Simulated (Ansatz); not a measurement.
Working through the levels without and with spin-orbit coupling of PbSe, space group Cmcm

Computed with Ansatz 0.2.0 through its Python package.

Interactive session:
```pycon
>>> import ansatz as az
>>> crystal = (
...     az.Lattice.from_parameters(4.30975318, 12.2678947, 4.45049357, alpha=90, beta=90, gamma=90)
...     .space_group(63, hermann_mauguin='Cmcm')
...     .atom('Pb', (0.5, 0.86823927, 0.75))
...     .atom('Se', (0.5, 0.63871004, 0.75))
...     .primitive()
... )
>>> len(crystal.resolved().sites)
4
>>> calc = (
...     crystal.calculation()
...     .occupations(az.OccupationsMethod.FIXED)
...     .basis(550)
...     .functional('lda')
...     .kpoints(6, center='gamma')  # the mesh must be finer for metals
...     .band_table()  # levels at the mesh points
... )
>>> for label, variant in (('scalar-relativistic', calc), ('spin-orbit', calc.spin(soc=True))):
...     report = variant.run().report
...     zero = report['band_edges_ev'][0] if report.get('band_edges_ev') else report['fermi_energy_ev']
...     near = [round(e - zero, 3) for e in report['eigenvalues_ev'][0] if abs(e - zero) < 4]
...     print(label)
...     print('  band edges (eV):', [round(e, 3) for e in report.get('band_edges_ev') or []] or 'none reported')
...     print('  levels at k =', report['kpoints_frac'][0], 'within 4 eV of the zero:', near)
...
scalar-relativistic
  band edges (eV): [7.736, 8.769]
  levels at k = [0.0, 0.0, 0.0] within 4 eV of the zero: [-2.767, -2.095, -1.491, -1.229, -0.335]
spin-orbit
  band edges (eV): [7.695, 8.361]
  levels at k = [0.0, 0.0, 0.0] within 4 eV of the zero: [-2.886, -2.886, -2.059, -2.059, -1.746, -1.746, -1.151, -1.151, -0.311, -0.311, 3.448, 3.448]
```

The computed bands are complete only to about 2.7 eV above the Fermi level. The structure comes from a database of computed cells and needn't be a stable or known phase. Gaps and levels are Kohn-Sham values on a finite set of k-points. With spin-orbit coupling each level holds one electron and, with inversion or at time-reversal points, comes in pairs; a window in energy can cut a split set. Hardware and time: 88 s on 1 thread of Arm Neoverse V2 (shared host), peak memory 1.3 GiB.
